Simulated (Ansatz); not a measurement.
# From barrier to diffusion: O in C

Theory: Ansatz, DFT PBE, scalar-relativistic, plane waves, PAW. Run with 420 eV cutoff, 4×4×4 k-mesh, Gaussian smearing of 0.10 eV, no spin polarisation.

Host crystal, relaxed:

```xyz
4
Lattice="1.2333 0.7120 8.5757 -1.2333 0.7120 8.5757 0.0000 -1.4240 8.5757" Properties=species:S:1:pos:R:3 pbc="T T T"
C     0.0000    0.0000   23.6061
C     0.0000    0.0000    6.4547
C     0.0000    0.0000   19.2723
C     0.0000    0.0000    2.1209
```

In a supercell of 28 host sites, interstitial O hops to an equivalent place, moving 1.21 Å. Climbing-image nudged elastic band at fixed cell; the order of the saddle wasn't checked, and the small cell leaves errors of about a tenth of an eV.

```tsv
image	path (Å)	E − E(0) (eV)
0	0.00	0.000
1	0.46	0.380
2	0.91	0.658
3	1.36	0.388
4	1.81	0.000
```

Q: What are the barriers forward and back, and what attempt frequency does the shape suggest?

A: Forward 0.66 eV, back 0.66 eV, the ends being level. For a sinusoidal profile E_b sin²(πx/l), with the O atom alone moving, ν = (1/l)√(E_b/2m) = 1.2×10¹³ s⁻¹, within an order of magnitude of the customary 10¹³ s⁻¹; a true prefactor needs the vibrations at the minimum and at the saddle.

Q: With ν = 10¹³ s⁻¹, give the forward jump rate along this one path, the wait 1/k for that jump, the diffusivity D ≈ l²k and the distance √(Dt) covered in an hour at 300, 600 and 1000 K, taking the host as solid throughout.

A: k = ν exp(−E_b/k_BT):
```tsv
T (K)	k (1/s)	wait (s)	D (cm²/s)	√(Dt) in 1 h (nm)
300	87	0.012	1.3×10⁻¹⁴	67
600	2.9×10⁷	3.4×10⁻⁸	4.3×10⁻⁹	3.9×10⁴
1000	4.8×10⁹	2.1×10⁻¹⁰	7.0×10⁻⁷	5.0×10⁵
```

D = l²k holds for six equivalent jumps in three dimensions (z l²k/6) and is a scale otherwise. Long-range transport needs a connected net of such jumps, and traps slow it. D is that of an interstitial already there. An error of 0.1 eV in the barrier changes k by a factor of 48 at 300 K and 3.2 at 1000 K.

Cost: 1 run of about 16 core-minutes, on Intel Xeon 6975P-C (Granite Rapids) (shared hosts).